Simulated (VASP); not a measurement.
Here is a VASP 6.6.1 calculation.

INCAR

```
  ALGO = Fast
  EDIFF = 1E-7
  ENCUT = 520
  GGA = PE
  GGA_COMPAT = False
  ISIF = 2
  ISMEAR = -1
  LASPH = True
  LCHARG = False
  LMAXMIX = 4
  LORBIT = 11
  LREAL = False
  LSORBIT = True
  LWAVE = False
  MAGMOM = 0 0 0 0 0 0
  NBANDS = 28
  NELM = 60
  PREC = Accurate
  SIGMA = 0.05
```

File KPOINTS:

```
k-points
0
Gamma
  8 8 5
```

Contents of POSCAR:

```
Os
1.0
    2.7341000000      0.0000000000      0.0000000000
   -1.3670500000      2.3678000565      0.0000000000
    0.0000000000      0.0000000000      4.3197000000
Os
2
Direct
    0.6666666667      0.3333333333      0.7500000000
    0.3333333333      0.6666666667      0.2500000000
```

KPOINTS_OPT

```
path GMKGALHA,LM,KH
10
line-mode
reciprocal
 0.0000000000  0.0000000000  0.0000000000  G
 0.5000000000  0.0000000000  0.0000000000  M

 0.5000000000  0.0000000000  0.0000000000  M
 0.3333333333  0.3333333333  0.0000000000  K

 0.3333333333  0.3333333333  0.0000000000  K
 0.0000000000  0.0000000000  0.0000000000  G

 0.0000000000  0.0000000000  0.0000000000  G
 0.0000000000  0.0000000000  0.5000000000  A

 0.0000000000  0.0000000000  0.5000000000  A
 0.5000000000  0.0000000000  0.5000000000  L

 0.5000000000  0.0000000000  0.5000000000  L
 0.3333333333  0.3333333333  0.5000000000  H

 0.3333333333  0.3333333333  0.5000000000  H
 0.0000000000  0.0000000000  0.5000000000  A

 0.5000000000  0.0000000000  0.5000000000  L
 0.5000000000  0.0000000000  0.0000000000  M

 0.3333333333  0.3333333333  0.0000000000  K
 0.3333333333  0.3333333333  0.5000000000  H
```

Potentials or basis: VASP PAW PBE potentials, release 64 (Os).

Command:

```bash
$ cat potpaw_PBE.64/Os/POTCAR > POTCAR
$ mpirun -np 1 vasp_ncl > vasp.out
```

Q: Estimate the pressure.

A: 8.5 GPa.

Stress tensor (GPa, compression positive):
```
8.63 0.00 0.00
0.00 8.63 0.00
0.00 0.00 8.24
```
